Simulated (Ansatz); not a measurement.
Write the native input for Ansatz 0.2.0 that does the following.

```
Task                : single point
Functional          : PBE
Potentials or basis : all-electron LAPW, scalar-relativistic
Cutoff              : 309 eV (chosen from the basis error)
Basis error allowed : 0.001 eV/atom
k mesh              : 13 × 13 × 13
Occupations         : fermi-dirac, width 0.05 eV
Spin                : collinear spin, ferromagnetic start
Starting moments    : [3.0] μB
```

Fe:

```xyz
1
Lattice="-1.4815 1.4342 1.4590 1.4675 -1.4310 1.4417 1.4535 1.4030 -1.4557" Properties=species:S:1:pos:R:3 pbc="T T T"
Fe   -0.0126   -0.0290   -0.0073
```

The cell isn't the ideal one: cell strained at random at fixed volume.

One way to write it, as run:

input.yaml

```yaml
crystal:
  lattice:
    - [-1.481533, 1.434238, 1.459009]
    - [1.467527, -1.430964, 1.441729]
    - [1.453538, 1.402968, -1.455735]
  atoms:
    - { symbol: Fe, position: [-0.012786, -0.006947, -0.014685], spin: 3.0 }
kpoints:
  mp_grid: { grid: [13, 13, 13] }
scf:
  occupations: { method: fermi_dirac, width: 0.05 }
hamiltonian:
  xc: pbe
  pseudopotentials: { kind: all_electron, lapw: { basis_error: 0.001 } }
magnetization:
  spin_polarized: true
output:
  forces: true
  stress: true
  eigenvalues: true
  populations: true
```

Potentials or basis: all-electron LAPW, scalar-relativistic.

Run with:

```bash
$ ansatz run input.yaml --threads 2 --pin off --max-ram 5120MiB --backend cpu --events-out ev --progress --plain --runs-dir out
```

It gave:

The pressure is -9.6 GPa and the band gap on the k mesh is none (metal or under the smearing width). The net moment is 2.24 μB per cell, the absolute moment is 2.38 μB per cell and the site moments are Fe +2.31 μB.

Wall time 100 s on 2 threads of Arm Neoverse V1, with other jobs on the host, peak memory 1.4 GiB.
